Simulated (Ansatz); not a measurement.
# InSe (R3m): bands and what follows from them

What do the bands of InSe (R3m) imply? The runs give effective masses and transport coefficients.

A COD entry behind a cell of this session may itself be a prediction, so a difference from it is no test against experiment.

Method: DFT PBEsol, scalar-relativistic, plane waves, PAW, in Ansatz 0.2.0.

1 further run of the same task is left out (set aside as unsound or not needed).

## Step 1: Starting point

Symmetry: R3m, No. 160, trigonal system. Conventional cell: a = 4.000 Å, b = 4.000 Å, c = 24.952 Å, α = 90.00°, β = 90.00°, γ = 120.00°. In (site symmetry 3m) has 3 Se at 2.64 Å and 1 In at 2.77 Å as nearest neighbours. Se (site symmetry 3m) is surrounded by 3 In at 2.64 Å.

Coordinates:

```cif
data_structure
_symmetry_space_group_name_H-M 'P 1'
_symmetry_Int_Tables_number 1
_cell_length_a 8.6319
_cell_length_b 8.6319
_cell_length_c 8.6319
_cell_angle_alpha 26.793
_cell_angle_beta 26.793
_cell_angle_gamma 26.793
_cell_volume 115.24
loop_
_atom_site_label
_atom_site_type_symbol
_atom_site_fract_x
_atom_site_fract_y
_atom_site_fract_z
_atom_site_occupancy
In1 In 0.00050 0.00050 0.00050 1
In2 In 0.11169 0.11169 0.11169 1
Se1 Se 0.61581 0.61581 0.61581 1
Se2 Se 0.82969 0.82969 0.82969 1
```

Origin of the cell: volume kept, shape and atoms relaxed. At PBEsol, an earlier run found 0.27 GPa for this cell of 28.810 Å³/atom (10×10×10 mesh), gap on the mesh 0.33 eV.

## Step 2: Bands on a fine mesh

input.yaml reads:

```yaml
crystal:
  lattice:
    - [1.9999260227, 1.1546578276, 8.3172809549]
    - [-1.9999260227, 1.1546578276, 8.3172809549]
    - [0.0, -2.3093156551, 8.3172809549]
  atoms:
    - { symbol: In, position: [0.0005034643, 0.0005034643, 0.0005034643] }
    - { symbol: In, position: [0.1116949756, 0.1116949756, 0.1116949756] }
    - { symbol: Se, position: [0.6158086021, 0.6158086021, 0.6158086021] }
    - { symbol: Se, position: [0.829692958, 0.829692958, 0.829692958] }
basis:
  ecutwfc: 420
  ecutrho_ratio: 4
kpoints:
  mp_grid: { grid: [10, 10, 10] }
hamiltonian:
  xc: pbesol
scf:
  occupations: { method: gaussian, width: 0.05 }
output:
  forces: true
  stress: true
  eigenvalues: true
  eigenstates:
    nscf_kmesh: { grid: [14, 14, 14] }
    de_dk: true
    e_range: [-2.5, 2.828751825853]
  write_density: true
  write_potential: true
  elf: true
  volumetric_format: npy
```

The run is started by

```bash
ansatz run input.yaml --threads 4 --pin off --max-ram 9216MiB --backend cpu --events-out ev --progress --plain --runs-dir out
```

Output:

```text
Warning: RAYON_NUM_THREADS=4 ignored (pool sized by the plan → 4); use --threads N
basis.fft_grid_basis auto: the FFT boxes are laid along the combinations [[1, -1, 0], [0, 1, 0], [0, -1, 1]] of the cell's own vectors, 4.000, 8.632 and 4.000 Å long. The dense box has 27×60×27 points. Along the cell's own vectors, as sized, it would have 60×60×60, 4.94 times as many. Of the 6 symmetry operations that the crystal satisfies within crystal.symmetry.tolerance (time reversal apart; of a slab, those that keep its plane) the dense box along the cell's own vectors carries 6, and the one as laid loses 4 of those. basis.fft_grid_basis: typed keeps the cell's own vectors: state it where this run's energies or levels are differenced outside the engine with another run's, or held beside a run that keeps those vectors. Those combinations have planes normal to reciprocal vector 3, as the cell's own vectors have. Each planar average written beside output.write_density, output.write_potential has a row for each plane of the box: 27. The volumetric files lie along those combinations, not along the cell's own vectors: a cube or XSF file states them, and fields.json those of NumPy files.
Engine: ansatz 0.2.0, x86_64-unknown-linux-gnu
Pseudopotentials: kind: paw
Pseudopotential: In, paw, valence charge 13, recommended cutoff 420 eV (normal), In.paw.azcp
Pseudopotential: Se, paw, valence charge 16, recommended cutoff 420 eV (normal), Se.paw.azcp
Functional definition: PBEsol
  exchange = pbesol_x
  correlation = pbesol_c
Crystal: 4 atoms, lattice volume = 115.239 Å³
Basis set: ecut = 420 eV, 2283 PW (Γ), FFT grids on a1−a2, a2, −a2+a3, exchange–correlation on 54×120×54 points (8 copies of the dense FFT grid, shifted against one another)
Bands: 35, of which v1, the nominal top of the filled ones, is band 29 counted from 1 (28 counted from 0)
Symmetry: 6 space group operations
Space group: R3m (ITA 160), of the structure as read, at distance tolerance 4.9e-5 Å
k-points: 116 of 1000 (time reversal used)
Non-local potential: In, projectors of the file, l = 0: 2, l = 1: 2, l = 2: 2, l = 3: 2
Non-local potential: Se, projectors of the file, l = 0: 2, l = 1: 2, l = 2: 3, l = 3: 1
PAW form: soft (Blöchl's): semilocal exchange-correlation on the pseudo side does not see the compensation charge
PAW frozen core: In, regenerated for the run's functional, and the local potential with it (the file was generated under x = pbe(κ = 0.804, μ = 0.2195149727645171), c = pbe(β = 0.06672455060314922))
PAW frozen core: Se, regenerated for the run's functional, and the local potential with it (the file was generated under x = pbe(κ = 0.804, μ = 0.2195149727645171), c = pbe(β = 0.06672455060314922))
PAW one-centre angular grid: In, 590 points (default); XC on 64 Gauss nodes
PAW one-centre angular grid: Se, 590 points (default); XC on 64 Gauss nodes
Initial density: superposition of atomic densities (neutral atoms: chi_scale 0, normalization atom), corrected by the library's trained network
Initial wavefunctions: pseudopotential atomic-orbital guess
Functional: x = pbesol(κ = 0.804, μ = 0.12345679012345678), c = pbesol(β = 0.046)
SCF iter   1: F=—  HF=-21901.169823 eV  |F-HF|=—  |Δ(HF+E_count)|=         —  Δρ=4.21e-3  dr2=4.40e-2  ethr=1.77e-3  ⟨swp⟩=6.6  Hψ=17196  notcnv=0
preconditioner: auto → Resta (q_TF=auto, 2.433 Å⁻¹)  ε∞=3.4  [insulator: Δε(μ)=0.316 eV  Ē_g=13.879 eV  σ=0.050 eV  W_gap=1.00  n_scr=30 (ndim 8)  ℏωp=21.3 eV  f_vac=0.077  D(μ)=0.00/eV (n_scr^D=0)  ε∞_Penn≈3.4]
SCF iter   2: F=—  HF=-21901.158676 eV  |F-HF|=—  |Δ(HF+E_count)|=   1.11e-2  Δρ=1.54e-3  dr2=2.88e-3  ethr=7.58e-5  ⟨swp⟩=2.1  Hψ=5669  notcnv=0  defer=133
SCF iter   3: F=—  HF=-21901.158269 eV  |F-HF|=—  |Δ(HF+E_count)|=   4.06e-4  Δρ=6.56e-4  dr2=6.02e-4  ethr=4.96e-6  ⟨swp⟩=2.2  Hψ=6135  notcnv=0  defer=133
SCF iter   4: F=—  HF=-21901.158330 eV  |F-HF|=—  |Δ(HF+E_count)|=   6.12e-5  Δρ=1.98e-4  dr2=5.48e-5  ethr=1.04e-6  ⟨swp⟩=2.0  Hψ=4741  notcnv=0  defer=133
SCF iter   5: F=—  HF=-21901.158361 eV  |F-HF|=—  |Δ(HF+E_count)|=   3.03e-5  Δρ=4.06e-5  dr2=2.45e-6  ethr=9.45e-8  ⟨swp⟩=3.0  Hψ=7290  notcnv=0  defer=133
SCF iter   6: F=—  HF=-21901.158362 eV  |F-HF|=—  |Δ(HF+E_count)|=   1.47e-6  Δρ=1.44e-5  dr2=2.98e-7  ethr=4.22e-9  ⟨swp⟩=2.0  Hψ=7291  notcnv=0  defer=133
SCF iter   7: F=—  HF=-21901.158362 eV  |F-HF|=—  |Δ(HF+E_count)|=   1.72e-7  Δρ=4.58e-6  dr2=2.67e-8  ethr=5.14e-10  ⟨swp⟩=2.0  Hψ=7291  notcnv=0  defer=133
SCF iter   8: F=—  HF=-21901.158362 eV  |F-HF|=—  |Δ(HF+E_count)|=   5.81e-8  Δρ=1.04e-6  dr2=1.66e-9  ethr=4.60e-11  ⟨swp⟩=2.1  Hψ=5058  notcnv=0  defer=133
SCF iter   9: F=—  HF=-21901.158362 eV  |F-HF|=—  |Δ(HF+E_count)|=   3.49e-9  Δρ=3.59e-7  dr2=1.92e-10  ethr=2.86e-12  ⟨swp⟩=2.0  Hψ=6131  notcnv=0  defer=133
SCF iter  10: F=—  HF=-21901.158362 eV  |F-HF|=—  |Δ(HF+E_count)|=  1.89e-10  Δρ=1.29e-7  dr2=3.30e-11  ethr=1.00e-12  ⟨swp⟩=2.0  Hψ=7283  notcnv=0  defer=133
SCF iter  11: F=-21901.158362 eV  HF=-21901.158362 eV  |F-HF|=7.28e-12  |Δ(HF+E_count)|=  1.46e-11  Δρ=5.23e-8  dr2=5.13e-12  ethr=1.00e-12  ⟨swp⟩=10.9  Hψ=20169  notcnv=0
SCF 1 converged in 11 iterations: F = -21901.158362 eV  dr2 = 5.13e-12
NSCF: frozen V_eff on 288 k-points
SCF converged after 11 iterations
Free energy (F): -21901.158362 eV
Harris-Foulkes:  -21901.158362 eV  (|F-HF|=7.28e-12)
Internal energy: -21901.158362 eV  (E = F + TS)
E sigma→0 (E₀):  -21901.158362 eV
Fermi energy:    7.518288 eV
--- Per-component energies (eV) ---
  E_band       = -910.783461
  E_kinetic    = 723.386112
  E_local      = -7842.304638  (includes V_loc(G=0)·N_el)
  E_nonlocal   = -448.438486
  E_hartree    = 3611.149351
  E_xc         = -633.085341
  E_vxc        = -395.243555  (∫ρ·V_xc dr)
  E_paw        = -11904.075528  (= ΣΔE_a)
  E_vpaw       = -170.480441  (= ΣTr[D̂ρ^β])
  E_aug_tail   = -0.001158  (compensation charges beyond the density's cutoff)
  E_ewald      = -5410.277378
  E_core_change = 2.488706  (= ΣΔE_core)
  E_smearing   = -0.000000  (= −TS)
  E_closure    = -0.000000  (closes the sum)
  Σ components = -21901.158362   (vs F -21901.158362, Δ=0.00e0)
--- Forces (eV/Å), atoms counted from 1 ---
  atom   1  In    -0.00000000     0.00000000     0.00477867
  atom   2  In     0.00000000    -0.00000000    -0.00402782
  atom   3  Se     0.00000000     0.00000000     0.01514717
  atom   4  Se     0.00000000    -0.00000000    -0.01589876
  max |Σ_I F_I| component: 7.45e-7 eV/Å
--- Stress (GPa, compression-positive) ---
        0.294895       0.000000       0.000000
        0.000000       0.294895      -0.000000
        0.000000      -0.000000       0.226786
  P = ⅓ Tr σ = 0.2722 GPa (2.722 kbar)
--- Band table (eV; the first three rows and the last of 116) ---
  k-point 0: bands = ["-40.1965", "-40.1965", "-40.1950", "-40.1950", "-40.1700", "-40.1700", "-40.1697", "-40.1697", "-40.1602", "-40.1598", "-7.4438", "-7.2435", "-7.2435", "-7.1531", "-7.1531", "-7.1433", "-7.1433", "-6.9587", "-6.9587", "-6.9488", "-6.2726", "-5.8053", "0.8880", "3.9085", "5.7181", "6.0204", "6.0204", "6.1444", "6.1444", "9.0663", "9.3606", "11.6524", "11.6524", "12.4681", "12.7887"]
  k-point 1: bands = ["-40.1965", "-40.1965", "-40.1950", "-40.1950", "-40.1700", "-40.1700", "-40.1697", "-40.1697", "-40.1602", "-40.1598", "-7.4443", "-7.2875", "-7.2419", "-7.1990", "-7.1463", "-7.1456", "-7.1378", "-6.9893", "-6.9596", "-6.9022", "-6.1529", "-5.7095", "0.9660", "3.7151", "5.2349", "5.7657", "5.8857", "6.0378", "6.1570", "9.3002", "9.8873", "11.0957", "11.7515", "12.2795", "12.7173"]
  k-point 2: bands = ["-40.1965", "-40.1964", "-40.1950", "-40.1949", "-40.1700", "-40.1700", "-40.1698", "-40.1697", "-40.1602", "-40.1598", "-7.4598", "-7.3599", "-7.2943", "-7.2397", "-7.1541", "-7.1262", "-7.1217", "-7.0067", "-6.9619", "-6.8562", "-5.8524", "-5.4602", "1.1516", "3.1594", "4.2353", "5.4353", "5.5843", "5.7622", "6.2789", "9.4699", "9.7462", "11.2125", "11.6195", "11.9391", "13.3422"]
  k-point 115: bands = ["-40.1965", "-40.1965", "-40.1950", "-40.1950", "-40.1700", "-40.1700", "-40.1697", "-40.1697", "-40.1602", "-40.1598", "-7.4437", "-7.2437", "-7.2437", "-7.1529", "-7.1529", "-7.1433", "-7.1433", "-6.9616", "-6.9585", "-6.9585", "-6.1166", "-5.9689", "1.2717", "2.9258", "5.9476", "5.9476", "6.2257", "6.2257", "7.3539", "7.6827", "9.4388", "11.5563", "11.5563", "12.9347", "12.9347"]
--- Fermi surface from the table of eigenstates not read: on its mesh, or on one of the eight of every second point, the electrons fill whole bands (an insulator's do; a metal wants a denser output.eigenstates.nscf_kmesh) ---
```

Run time: 80 s. Hardware: 4 threads of AMD EPYC 7R43 (Zen 3), shared host; peak memory 0.99 GiB.

Read off: volume 28.810 Å³/atom, pressure 0.27 GPa, mesh gap 0.33 eV.

Axes a, b and c in the maps are those of this run's conventional cell (a, b, c = 4.000, 4.000, 24.952 Å).

Density in a lattice plane of the grid's cell (edges 4.00 and 24.95 Å, at 0.000 of the third edge), which holds In and Se.

Values in e/Å³, 12 rows by 6 columns:
```
 0.03  0.04  0.08  0.13  0.08  0.04
40.56  2.25  0.22  0.06  0.22  2.27
 0.04  0.05  0.09  0.14  0.09  0.05
 0.24  0.20  0.18  0.25  0.18  0.20
 1.15  0.46  0.09  0.03  0.09  0.46
 0.02  0.05  0.21  0.38  0.21  0.05
 0.02  0.03  0.09  0.15  0.09  0.03
 0.03  0.05  0.18  0.32  0.18  0.05
 0.01  0.03  0.08  0.14  0.08  0.03
 0.12  0.12  0.21  0.31  0.20  0.12
 2.20  0.62  0.10  0.04  0.10  0.62
13.02  2.61  0.18  0.10  0.18  2.61
```
Columns run along the first of these edges and rows up along the second, over one cell in 6 and 12 even steps from the bottom left corner. Atoms in the plane (fractional): In at (1.00, 0.00), In at (0.00, 0.11), Se at (1.00, 0.62), Se at (1.00, 0.83).

ELF in the same plane.

Values, 12 rows by 6 columns:
```
0.03 0.06 0.36 0.62 0.36 0.05
0.12 0.73 0.59 0.09 0.59 0.73
0.11 0.12 0.25 0.31 0.25 0.12
0.59 0.52 0.23 0.22 0.23 0.52
0.86 0.82 0.36 0.03 0.37 0.82
0.02 0.12 0.60 0.75 0.60 0.12
0.02 0.08 0.25 0.27 0.25 0.08
0.03 0.11 0.23 0.21 0.22 0.11
0.01 0.05 0.36 0.55 0.36 0.05
0.16 0.22 0.60 0.68 0.59 0.22
0.19 0.28 0.24 0.07 0.24 0.28
0.00 0.18 0.23 0.30 0.23 0.18
```
Columns run along the first of these edges and rows up along the second, over one cell in 6 and 12 even steps from the bottom left corner. Atoms in the plane (fractional): In at (1.00, 0.00), In at (0.00, 0.11), Se at (1.00, 0.62), Se at (1.00, 0.83).

Both are smooth fields of the valence electrons: close to the nuclei they are not physical.

Outside the cores ELF peaks at 0.87 beside Se, off the lines to its neighbours, 0.9 Å from Se; 0.81 on the Se–In line, 0.9 Å from Se; 0.58 between the atoms, 1.5 Å from In.

## Step 3: Levels about the band edges

input.yaml, as its differences from that of step 2:

```diff
@@ -24,8 +24,34 @@
   eigenstates:
-    nscf_kmesh: { grid: [14, 14, 14] }
+    kpoints:
+      - [-0.5, -0.5, -0.5]
+      - [-0.496180423, -0.503819577, -0.5]
+      - [-0.503819577, -0.496180423, -0.5]
+      - [-0.497794766, -0.497794766, -0.504410468]
+      - [-0.502205234, -0.502205234, -0.495589532]
+      - [-0.484115163, -0.484115163, -0.484115163]
+      - [-0.515884837, -0.515884837, -0.515884837]
+      - [-0.495739815, -0.501141513, -0.503118672]
+      - [-0.504260185, -0.498858487, -0.496881328]
+      - [-0.486066875, -0.491468573, -0.488767724]
+      - [-0.513933125, -0.508531427, -0.511232276]
+      - [-0.487208388, -0.487208388, -0.491886396]
+      - [-0.512791612, -0.512791612, -0.508113604]
+      - [-0.487350459, -0.491760927, -0.49337527]
+      - [-0.512649541, -0.508239073, -0.50662473]
+      - [-0.5, -0.5, -0.5]
+      - [-0.496180423, -0.503819577, -0.5]
+      - [-0.503819577, -0.496180423, -0.5]
+      - [-0.497794766, -0.497794766, -0.504410468]
+      - [-0.502205234, -0.502205234, -0.495589532]
+      - [-0.484115163, -0.484115163, -0.484115163]
+      - [-0.515884837, -0.515884837, -0.515884837]
+      - [-0.495739815, -0.501141513, -0.503118672]
+      - [-0.504260185, -0.498858487, -0.496881328]
+      - [-0.486066875, -0.491468573, -0.488767724]
+      - [-0.513933125, -0.508531427, -0.511232276]
+      - [-0.487208388, -0.487208388, -0.491886396]
+      - [-0.512791612, -0.512791612, -0.508113604]
+      - [-0.487350459, -0.491760927, -0.49337527]
+      - [-0.512649541, -0.508239073, -0.50662473]
     de_dk: true
-    e_range: [-2.5, 2.828751825853]
-  write_density: true
-  write_potential: true
-  elf: true
-  volumetric_format: npy
+    e_range: [-0.7643760169969, 0.7643759256669]
```

The run is started by

```bash
ansatz run input.yaml --threads 4 --pin off --max-ram 9216MiB --backend cpu --events-out ev --progress --plain --runs-dir out
```

Output, cut to the lines that bear on the results:

```text
Warning: RAYON_NUM_THREADS=4 ignored (pool sized by the plan → 4); use --threads N
[...]
[... 4 set-up lines as earlier in the session ...]
[...]
Crystal: 4 atoms, lattice volume = 115.239 Å³
Basis set: ecut = 420 eV, 2283 PW (Γ), FFT grids on a1−a3, a2−a3, a3, exchange–correlation on 54×54×120 points (8 copies of the dense FFT grid, shifted against one another)
Bands: 35, of which v1, the nominal top of the filled ones, is band 29 counted from 1 (28 counted from 0)
[... 2 set-up lines as earlier in the session ...]
k-points: 116 of 1000 (time reversal used)
[...]
SCF iter   1: F=—  HF=-21901.169982 eV  |F-HF|=—  |Δ(HF+E_count)|=         —  Δρ=4.19e-3  dr2=4.39e-2  ethr=1.77e-3  ⟨swp⟩=6.7  Hψ=17191  notcnv=0
[...]
SCF iter  11: F=-21901.158362 eV  HF=-21901.158362 eV  |F-HF|=3.64e-12  |Δ(HF+E_count)|=  1.82e-11  Δρ=5.13e-8  dr2=4.86e-12  ethr=1.00e-12  ⟨swp⟩=10.9  Hψ=20121  notcnv=0
[...]
NSCF: frozen V_eff on 30 k-points
SCF converged after 11 iterations
Free energy (F): -21901.158362 eV
[...]
E sigma→0 (E₀):  -21901.158362 eV
Fermi energy:    7.518288 eV
[...]
--- Forces (eV/Å), atoms counted from 1 ---
  atom   1  In    -0.00000000     0.00000000     0.00477869
  atom   2  In     0.00000000    -0.00000000    -0.00402786
  atom   3  Se     0.00000000     0.00000000     0.01514726
  atom   4  Se     0.00000000    -0.00000000    -0.01589877
[...]
--- Stress (GPa, compression-positive) ---
        0.294895       0.000000       0.000000
        0.000000       0.294895      -0.000000
        0.000000      -0.000000       0.226786
  P = ⅓ Tr σ = 0.2722 GPa (2.722 kbar)
--- Band table (eV; the first three rows and the last of 116) ---
[...]
```

Run time: 38 s. Hardware: 4 threads of AMD EPYC 7R43 (Zen 3), shared host; peak memory 0.68 GiB.

Read off: volume 28.810 Å³/atom, pressure 0.27 GPa, mesh gap 0.33 eV.

## Step 4: Masses at the band edges

Effective masses from the curvatures, in electron masses (holes for the valence edge):

```csv
edge,band from the edge,degeneracy,x,y,z,[110],[111]
valence,1,1,4.73,4.73,0.04,4.74,0.11
conduction,1,1,0.11,0.11,0.04,0.11,0.07
```

The edges lie at k = (-0.50, -0.50, -0.50) and (-0.50, -0.50, -0.50).

## Step 5: States of the whole zone by energy, transport at constant relaxation time

input.yaml reads:

```yaml
crystal:
  lattice:
    - [1.9999260227, 1.1546578276, 8.3172809549]
    - [-1.9999260227, 1.1546578276, 8.3172809549]
    - [0.0, -2.3093156551, 8.3172809549]
  atoms:
    - { symbol: In, position: [0.0005034643, 0.0005034643, 0.0005034643] }
    - { symbol: In, position: [0.1116949756, 0.1116949756, 0.1116949756] }
    - { symbol: Se, position: [0.6158086021, 0.6158086021, 0.6158086021] }
    - { symbol: Se, position: [0.829692958, 0.829692958, 0.829692958] }
basis:
  ecutwfc: 420
  ecutrho_ratio: 4
kpoints:
  mp_grid: { grid: [10, 10, 10] }
hamiltonian:
  xc: pbesol
scf:
  occupations: { method: gaussian, width: 0.05 }
output:
  forces: true
  stress: true
  eigenvalues: true
  states_by_energy: { minimum_broadening: 0.05 }
```

The run is started by

```bash
ansatz run input.yaml --threads 4 --pin off --max-ram 9216MiB --backend cpu --events-out ev --progress --plain --runs-dir out
```

Output, cut to the lines that bear on the results:

```text
Warning: RAYON_NUM_THREADS=4 ignored (pool sized by the plan → 4); use --threads N
[...]
[... 4 set-up lines as earlier in the session ...]
[...]
Crystal: 4 atoms, lattice volume = 115.239 Å³
Basis set: ecut = 420 eV, 2283 PW (Γ), FFT grids on a1−a3, a2−a3, a3, exchange–correlation on 54×54×120 points (8 copies of the dense FFT grid, shifted against one another)
Bands: 35, of which v1, the nominal top of the filled ones, is band 29 counted from 1 (28 counted from 0)
[... 2 set-up lines as earlier in the session ...]
k-points: 116 of 1000 (time reversal used)
[...]
SCF iter   1: F=—  HF=-21901.169982 eV  |F-HF|=—  |Δ(HF+E_count)|=         —  Δρ=4.19e-3  dr2=4.39e-2  ethr=1.77e-3  ⟨swp⟩=6.7  Hψ=17191  notcnv=0
[...]
SCF iter   7: F=-21901.158362 eV  HF=-21901.158362 eV  |F-HF|=5.28e-8  |Δ(HF+E_count)|=   1.54e-7  Δρ=4.58e-6  dr2=2.64e-8  ethr=1.72e-10  ⟨swp⟩=9.2  Hψ=18295  notcnv=0
[...]
NSCF: frozen V_eff on 8 k-points
SCF converged after 7 iterations
Free energy (F): -21901.158362 eV
[...]
E sigma→0 (E₀):  -21901.158362 eV
Fermi energy:    7.518339 eV
[...]
--- Forces (eV/Å), atoms counted from 1 ---
  atom   1  In     0.00000000     0.00000000     0.00477864
  atom   2  In     0.00000000    -0.00000000    -0.00402918
  atom   3  Se     0.00000000     0.00000000     0.01519243
  atom   4  Se     0.00000000    -0.00000000    -0.01592687
[...]
--- Stress (GPa, compression-positive) ---
        0.294843       0.000000       0.000000
        0.000000       0.294843      -0.000000
        0.000000      -0.000000       0.226572
  P = ⅓ Tr σ = 0.2721 GPa (2.721 kbar)
--- Band table (eV; the first three rows and the last of 116) ---
[...]
```

Run time: 17 min. Hardware: 4 threads of AMD EPYC 7R43 (Zen 3), shared host; peak memory 1.9 GiB.

This gives: volume 28.810 Å³/atom, pressure 0.27 GPa, gap on the mesh 0.33 eV.

A script then sums the file of states by energy over Fermi windows, for rigid-band transport at a constant relaxation time τ. Negative carriers are holes, and the chemical potential counts from the run's Fermi level:

```csv
T (K),electrons added (10¹⁹ cm⁻³),chemical potential (eV),σ/τ xx (10²⁰/Ω m s),Seebeck xx (μV/K),Seebeck zz (μV/K),Lorenz xx (10⁻⁸ V²/K²)
600,1,0.319,0.0184,-120,-104,2.16
600,-1,-0.091,0.00196,351,302,3.50
600,10,0.714,0.121,-52,-42,2.82
600,-10,-0.245,0.0207,178,126,2.12
600,100,1.074,0.717,-74,-52,2.30
600,-100,-0.606,0.227,55,30,2.35
900,1,0.289,0.0176,-165,-136,2.47
900,-1,-0.006,0.00295,189,296,15.75
900,10,0.673,0.116,-95,-75,3.34
900,-10,-0.209,0.0213,225,169,2.29
900,100,1.053,0.692,-101,-75,2.26
900,-100,-0.594,0.225,81,45,2.29
```

## Step 6: Results

| quantity | value |
| --- | --- |
| mass at the valence edge, x y z | 4.73 4.73 0.04 |
| mass at the conduction edge, x y z | 0.11 0.11 0.04 |
| largest S²σ/τ along x | at 900 K with 100 × 10¹⁹ cm⁻³ electrons, S = -101 μV/K |

In words: Electrons are lighter than the top holes: the harmonic means over x, y and z are 0.07 and 0.11. Among the cases computed, S²σ/τ along x is largest at 900 K for electron doping of 100 × 10¹⁹ cm⁻³. That is the edge of the range tried, not a located peak. The gap is the Kohn–Sham one, unshifted (where it is too small, thermally excited carriers are overstated). No dispersion term is included, so distances between weakly bound layers or units are the least certain numbers.
